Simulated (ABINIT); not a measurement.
# Ta (Im-3m) in ABINIT: a series of runs

One crystal, Ta, is run at these levels: BP86+D3, RPBE+D3(BJ), PBEsol, RPBE; tasks: equation of state, band structure.

Program: ABINIT 10.8.3 (patched build). These are calculated values, not measurements. Logs are shortened: lines on timing, memory, paths and dates and some standing lists are left out, and cuts for length are marked. The log counts tension as positive stress, the text compression.

**Measured values to compare with.**

“Pressure effects on the electronic structure and superconductivity of (TaNb)0.67(HfZrTi)0.33 high entropy alloy”, 2019, arxiv:1910.08312 quotes, for a bulk crystal of Ta: bulk modulus 194 GPa.

The results are compared with them further down.

### 1 Starting point

Symmetry: Im-3m, No. 229, cubic system. The conventional cell has a = 3.303 Å, b = 3.303 Å, c = 3.303 Å, α = 90.00°, β = 90.00°, γ = 90.00°. Ta (site symmetry m-3m) is surrounded by 8 Ta at 2.86 Å.

### 2 Equation of state, BP86+D3

File run.abi:

```
# Datasets: one volume each
ndtset 7
getwfk -1
scalecart1 3*0.9795861087
scalecart2 3*0.9864848297
scalecart3 3*0.9932883884
scalecart4 3*1.0000000000
scalecart5 3*1.0066227096
scalecart6 3*1.0131594038
scalecart7 3*1.0196128224

# Pseudopotentials
pp_dirpath "./"
pseudos "Ta.GGA_PBE-JTH.xml"

# Structure
acell 5.4048073095 5.4048073095 5.4048073095
rprim
    -0.5773502692     0.5773502692     0.5773502692
     0.5773502692    -0.5773502692     0.5773502692
     0.5773502692     0.5773502692    -0.5773502692
ntypat 1
znucl 73
natom 1
typat 1
xred
     0.0000000000     0.0000000000     0.0000000000

# Plane-wave basis
ecut 15.0
pawecutdg 30.0

# k points
kptopt 1
ngkpt 11 11 11
nshiftk 1
shiftk 0.0 0.0 0.0

# Exchange and correlation
ixc -106132
vdw_xc 6

# Bands and occupations
nband 11
occopt 3
tsmear 0.05 eV

# SCF cycle
nstep 100
tolvrs 1.0e-9

# Output
iomode 3
prtwf 1
prtden 0
prteig 0
prtebands 0
```

Potentials or basis: JTH PAW PBE v2.0.

Launch:

```bash
> abinit run.abi > log 2>&1
```

run.abo:

```text
.Version 10.8.3 of ABINIT
 DATASET    1 : space group Im -3 m (#229); Bravais cI (body-center cubic)
================================================================================
 Values of the parameters that define the memory need for DATASET  1.
     intxc =       0    ionmov =       0      iscf =      17    lmnmax =      18
     lnmax =       6     mgfft =      20  mpssoang =       3    mqgrid =    3001
     natom =       1  nloc_mem =       2    nspden =       1   nspinor =       1
    nsppol =       1      nsym =      48    n1xccc =       1    ntypat =       1
    occopt =       3   xclevel =       2
       mpw =         329          nfft =        8000          nkpt =          56
 PAW method is used; the additional fine FFT grid is defined by:
   mgfftf=        30    nfftf =     27000
================================================================================
================================================================================
[... 71 lines left out ...]
 DATASET    7 : space group Im -3 m (#229); Bravais cI (body-center cubic)
================================================================================
 Values of the parameters that define the memory need for DATASET  7.
     intxc =       0    ionmov =       0      iscf =      17    lmnmax =      18
     lnmax =       6     mgfft =      20  mpssoang =       3    mqgrid =    3001
     natom =       1  nloc_mem =       2    nspden =       1   nspinor =       1
    nsppol =       1      nsym =      48    n1xccc =       1    ntypat =       1
    occopt =       3   xclevel =       2
       mpw =         370          nfft =        8000          nkpt =          56
 PAW method is used; the additional fine FFT grid is defined by:
   mgfftf=        30    nfftf =     27000
================================================================================
================================================================================

--------------------------------------------------------------------------------
------------- Echo of variables that govern the present computation ------------
--------------------------------------------------------------------------------
 -outvars: echo values of preprocessed input variables --------
            acell      5.4048073095E+00  5.4048073095E+00  5.4048073095E+00 Bohr
              amu      1.80947900E+02
             ecut      1.50000000E+01 Hartree
           getwfk          -1
                       outvar_i_n : Printing only first  50 k-points.
              ixc     -106132
           jdtset        1    2    3    4    5    6    7
                       outvar_i_n : Printing only first  50 k-points.
         kptrlatt       11    0    0      0   11    0      0    0   11
          kptrlen1     5.82392158E+01
          kptrlen2     5.86493646E+01
          kptrlen3     5.90538558E+01
          kptrlen4     5.94528804E+01
          kptrlen5     5.98466196E+01
          kptrlen6     6.02352449E+01
          kptrlen7     6.06189192E+01
            natom           1
            nband          11
           ndtset           7
            ngfft          20      20      20
          ngfftdg          30      30      30
             nkpt          56
            nstep         100
             nsym          48
           ntypat           1
                       prtocc : prtvol=0, do not print more k-points.
           occopt           3
        pawecutdg      3.00000000E+01 Hartree
         pawxcdev           0
           prtden           0
        prtebands           0
           prteig           0
            rprim1    -5.6556430356E-01  5.6556430356E-01  5.6556430356E-01
                       5.6556430356E-01 -5.6556430356E-01  5.6556430356E-01
                       5.6556430356E-01  5.6556430356E-01 -5.6556430356E-01
            rprim2    -5.6954728199E-01  5.6954728199E-01  5.6954728199E-01
                       5.6954728199E-01 -5.6954728199E-01  5.6954728199E-01
                       5.6954728199E-01  5.6954728199E-01 -5.6954728199E-01
            rprim3    -5.7347531844E-01  5.7347531844E-01  5.7347531844E-01
                       5.7347531844E-01 -5.7347531844E-01  5.7347531844E-01
                       5.7347531844E-01  5.7347531844E-01 -5.7347531844E-01
            rprim4    -5.7735026920E-01  5.7735026920E-01  5.7735026920E-01
                       5.7735026920E-01 -5.7735026920E-01  5.7735026920E-01
                       5.7735026920E-01  5.7735026920E-01 -5.7735026920E-01
            rprim5    -5.8117389237E-01  5.8117389237E-01  5.8117389237E-01
                       5.8117389237E-01 -5.8117389237E-01  5.8117389237E-01
                       5.8117389237E-01  5.8117389237E-01 -5.8117389237E-01
            rprim6    -5.8494785453E-01  5.8494785453E-01  5.8494785453E-01
                       5.8494785453E-01 -5.8494785453E-01  5.8494785453E-01
                       5.8494785453E-01  5.8494785453E-01 -5.8494785453E-01
            rprim7    -5.8867373749E-01  5.8867373749E-01  5.8867373749E-01
                       5.8867373749E-01 -5.8867373749E-01  5.8867373749E-01
                       5.8867373749E-01  5.8867373749E-01 -5.8867373749E-01
          spgroup         229
           tolvrs      1.00000000E-09
           tsmear      1.83746611E-03 Hartree
            typat      1
           useylm           1
           vdw_xc           6
                       outvars : Printing only first  50 k-points.
            znucl       73.00000

================================================================================

 chkinp: Checking input parameters for consistency, jdtset=   1.

 chkinp: Checking input parameters for consistency, jdtset=   2.

 chkinp: Checking input parameters for consistency, jdtset=   3.

 chkinp: Checking input parameters for consistency, jdtset=   4.
[... 35 lines left out ...]
 getcut : COMMENT -
  Note that boxcut > 2.2 ; recall that boxcut=Gcut(box)/Gcut(sphere) = 2
  is sufficient for exact treatment of convolution.
  Such a large boxcut is a waste : you could raise ecut
  e.g. ecut=   39.610160 Hartrees makes boxcut=2

--- Pseudopotential description ------------------------------------------------
- pspini: atom type   1  psp file is ./Ta.GGA_PBE-JTH.xml
 Pseudopotential format is: paw10
 basis_size (lnmax)=  6 (lmn_size= 18), orbitals=   0   0   1   1   2   2
 Spheres core radius: rc_sph= 2.41973345
 Shapefunction is SIN type: shapef(r)=[sin(pi*r/rshp)/(pi*r/rshp)]**2
 Radius for shape functions =  2.11065461
 Compensation charge density is not taken into account in XC energy/potential

   9.99818744E+02                                ecore*ucvol(ha*bohr**3)
--------------------------------------------------------------------------------

[... 7 lines left out ...]

     iter   Etot(hartree)      deltaE(h)  residm     nres2
 ETOT  1  -57.954056351769    -5.795E+01 1.249E+01 2.317E+00
 ETOT  2  -59.096162314063    -1.142E+00 8.787E-02 1.371E+00
 ETOT  3  -59.090397690496     5.765E-03 4.647E-02 3.282E-01
 ETOT  4  -59.088903010350     1.495E-03 2.841E-02 5.102E-03
 ETOT  5  -59.089041969146    -1.390E-04 2.612E-03 4.662E-03
 ETOT  6  -59.089013592126     2.838E-05 1.841E-03 2.049E-05
 ETOT  7  -59.089015167643    -1.576E-06 4.488E-04 1.747E-06
 ETOT  8  -59.089015174643    -7.000E-09 1.633E-04 8.417E-07
 ETOT  9  -59.089015172507     2.136E-09 1.568E-04 1.109E-07
 ETOT 10  -59.089015172468     3.892E-11 3.863E-05 5.157E-09
 ETOT 11  -59.089015172460     8.150E-12 7.360E-05 5.340E-10
[... 1180 lines left out ...]
 Cartesian components of stress tensor (hartree/bohr^3)
  sigma(1 1)=  7.77096024E-04  sigma(3 2)=  0.00000000E+00
  sigma(2 2)=  7.77096024E-04  sigma(3 1)=  0.00000000E+00
  sigma(3 3)=  7.77096024E-04  sigma(2 1)=  0.00000000E+00

-Cartesian components of stress tensor (GPa)         [Pressure= -2.2863E+01 GPa]
- sigma(1 1)=  2.28629544E+01  sigma(3 2)=  0.00000000E+00
- sigma(2 2)=  2.28629544E+01  sigma(3 1)=  0.00000000E+00
- sigma(3 3)=  2.28629544E+01  sigma(2 1)=  0.00000000E+00

== END DATASET(S) ==============================================================
================================================================================

 -outvars: echo values of variables after computation  --------
            acell      5.4048073095E+00  5.4048073095E+00  5.4048073095E+00 Bohr
           etotal1    -5.9089015172E+01
           etotal2    -5.9088928893E+01
           etotal3    -5.9088474552E+01
           etotal4    -5.9087654274E+01
           etotal5    -5.9086536392E+01
           etotal6    -5.9085146130E+01
           etotal7    -5.9083497186E+01
            fcart1    -0.0000000000E+00 -0.0000000000E+00 -0.0000000000E+00
            fcart2    -0.0000000000E+00 -0.0000000000E+00 -0.0000000000E+00
            fcart3    -0.0000000000E+00 -0.0000000000E+00 -0.0000000000E+00
            fcart4    -0.0000000000E+00 -0.0000000000E+00 -0.0000000000E+00
            fcart5    -0.0000000000E+00 -0.0000000000E+00 -0.0000000000E+00
            fcart6    -0.0000000000E+00 -0.0000000000E+00 -0.0000000000E+00
            fcart7    -0.0000000000E+00 -0.0000000000E+00 -0.0000000000E+00
            rprim1    -5.6556430356E-01  5.6556430356E-01  5.6556430356E-01
                       5.6556430356E-01 -5.6556430356E-01  5.6556430356E-01
                       5.6556430356E-01  5.6556430356E-01 -5.6556430356E-01
            rprim2    -5.6954728199E-01  5.6954728199E-01  5.6954728199E-01
                       5.6954728199E-01 -5.6954728199E-01  5.6954728199E-01
                       5.6954728199E-01  5.6954728199E-01 -5.6954728199E-01
            rprim3    -5.7347531844E-01  5.7347531844E-01  5.7347531844E-01
                       5.7347531844E-01 -5.7347531844E-01  5.7347531844E-01
[... 9 lines left out ...]
                       5.8494785453E-01  5.8494785453E-01 -5.8494785453E-01
            rprim7    -5.8867373749E-01  5.8867373749E-01  5.8867373749E-01
                       5.8867373749E-01 -5.8867373749E-01  5.8867373749E-01
                       5.8867373749E-01  5.8867373749E-01 -5.8867373749E-01
           strten1     9.5426042951E-06  9.5426042951E-06  9.5426042951E-06
                       0.0000000000E+00  0.0000000000E+00  0.0000000000E+00
           strten2     1.7608047293E-04  1.7608047293E-04  1.7608047293E-04
                       0.0000000000E+00  0.0000000000E+00  0.0000000000E+00
           strten3     3.2402542507E-04  3.2402542507E-04  3.2402542507E-04
                       0.0000000000E+00  0.0000000000E+00  0.0000000000E+00
           strten4     4.5964435034E-04  4.5964435034E-04  4.5964435034E-04
                       0.0000000000E+00  0.0000000000E+00  0.0000000000E+00
           strten5     5.7825930265E-04  5.7825930265E-04  5.7825930265E-04
                       0.0000000000E+00  0.0000000000E+00  0.0000000000E+00
           strten6     6.8364735648E-04  6.8364735648E-04  6.8364735648E-04
                       0.0000000000E+00  0.0000000000E+00  0.0000000000E+00
           strten7     7.7709602416E-04  7.7709602416E-04  7.7709602416E-04
                       0.0000000000E+00  0.0000000000E+00  0.0000000000E+00
 Calculation completed.
```

Wall time 42 s (1 thread of AMD EPYC 7R43 (Zen 3), shared host); peak memory 0.12 GiB.

Results:

* Equilibrium volume: 17.04 Å³/atom
* Bulk modulus: 237 GPa
* Pressure derivative of the bulk modulus: 4.2

Energy against volume, from the lowest point:
```
volume (Å³/atom)  energy (meV/atom)
          16.930               0.00
          17.290               2.35
          17.650              14.71
          18.010              37.03
          18.371              67.45
          18.731             105.28
          19.091             150.15
```

Caveat: the cutoff is too short for stress, so the log's stress isn't used; pressures at fixed basis lie under the slope of the energies; the PAW data sets were made with another functional, which shifts forces and pressure a little.

### 3 Equation of state, RPBE+D3(BJ)

File run.py:

```python
import json, os
import numpy as np
from ase.eos import EquationOfState
from ase.units import GPa
from ase.calculators.mixing import SumCalculator
from dftd3.ase import DFTD3
from ase.calculators.abinit import Abinit, AbinitProfile
from ase import Atoms

atoms = Atoms(['Ta'],
              cell=[[-1.65128, 1.65128, 1.65128], [1.65128, -1.65128, 1.65128], [1.65128, 1.65128, -1.65128]],
              scaled_positions=[[0.0, 0.0, 0.0]],
              pbc=True)

profile = AbinitProfile(command='abinit', pp_paths=[os.path.abspath('pseudos')])
params = dict(
    pps='pawxml', xc='PBE',
    ecut=408.1708,
    pawecutdg=816.3416,
    kptopt=1,
    ngkpt=[11, 11, 11],
    nshiftk=1,
    shiftk=[0.0, 0.0, 0.0],
    ixc=15,
    nband=11,
    occopt=3,
    tsmear=0.05,
    nstep=100,
    tolvrs=1e-09,
    prtwf=0,
    prtden=0,
)

cell0 = atoms.cell.copy()
volumes, energies = [], []
for i, x in enumerate([0.94, 0.96, 0.98, 1.0, 1.02, 1.04, 1.06]):
    atoms.set_cell(cell0 * x ** (1 / 3), scale_atoms=True)
    atoms.calc = SumCalculator([Abinit(profile=profile, directory=f'v{i}', **params), DFTD3(method='rpbe', damping='d3bj')])
    volumes.append(atoms.get_volume() / len(atoms))
    dft, disp = atoms.calc.mixer.calcs
    energies.append((dft.get_property('free_energy', atoms) + disp.get_property('energy', atoms)) / len(atoms))
    print(f'{x:5.2f} {volumes[-1]:10.5f} A^3/atom {energies[-1]:14.6f} eV/atom', flush=True)
    json.dump(dict(volumes=volumes, energies=energies), open('results.json', 'w'))
v0, e0, b0 = EquationOfState(volumes, energies, eos='birchmurnaghan').fit()
print(f'V0 {v0:.4f} A^3/atom  E0 {e0:.6f} eV/atom  B0 {b0 / GPa:.2f} GPa')
```

Potentials or basis: JTH PAW PBE v2.0.

Launch:

```bash
> python run.py
```

It took 53 s on 1 thread of AMD EPYC 7R43 (Zen 3), shared host; peak memory 0.09 GiB.

Results (log left out):

- Equilibrium volume: outside the volumes run

Energy against volume, from the lowest point:
```tsv
volume (Å³/atom)	energy (meV/atom)
16.930	0.00
17.290	66.91
17.650	141.43
18.010	224.99
18.371	313.48
18.731	407.57
19.091	508.03
```

Caveat: the cutoff is too short for stress, so the log's stress isn't used; the log and the count of SCF iterations are those of the last ABINIT call alone; the PAW data sets were made with another functional, which shifts forces and pressure a little. The run has no spin-orbit coupling, so splittings on Ta are missing.

### 4 Equation of state, PBEsol

run.abi: that of step 2 with these lines changed.

```diff
@@ -16,7 +16,7 @@
 # Structure
-acell 5.4048073095 5.4048073095 5.4048073095
+acell 3*1.0 Angstrom
 rprim
-    -0.5773502692     0.5773502692     0.5773502692
-     0.5773502692    -0.5773502692     0.5773502692
-     0.5773502692     0.5773502692    -0.5773502692
+    -1.6512800000     1.6512800000     1.6512800000
+     1.6512800000    -1.6512800000     1.6512800000
+     1.6512800000     1.6512800000    -1.6512800000
 ntypat 1
@@ -29,4 +29,4 @@
 # Plane-wave basis
-ecut 15.0
-pawecutdg 30.0
+ecut 10.0
+pawecutdg 20.0
 
@@ -39,4 +39,3 @@
 # Exchange and correlation
-ixc -106132
-vdw_xc 6
+ixc -116133
 
@@ -45,3 +44,3 @@
 occopt 3
-tsmear 0.05 eV
+tsmear 0.00183747
 
@@ -57 +56,2 @@
 prtebands 0
+enunit 2
```

Launch:

```bash
> abinit run.abi > log 2>&1
```

Wall time 28 s (1 thread of AMD EPYC 7R43 (Zen 3), shared host); peak memory 0.12 GiB.

Results (log left out):

```
Equilibrium volume                      : 17.64 Å³/atom
Bulk modulus                            : 208 GPa
Pressure derivative of the bulk modulus : 3.9 (rough: it moves with the points fitted)
```

Energy against volume, from the lowest point:
| volume (Å³/atom) | energy (meV/atom) |
| --- | --- |
| 16.930 | 19.53 |
| 17.290 | 4.40 |
| 17.650 | 0.00 |
| 18.010 | 4.68 |
| 18.371 | 18.27 |
| 18.731 | 39.94 |
| 19.091 | 68.16 |

Caveat: the cutoff is too short for stress, so the log's stress isn't used; pressures at fixed basis lie under the slope of the energies; the PAW data sets were made with another functional, which shifts forces and pressure a little.

(Part 1 of 2 ends here.)
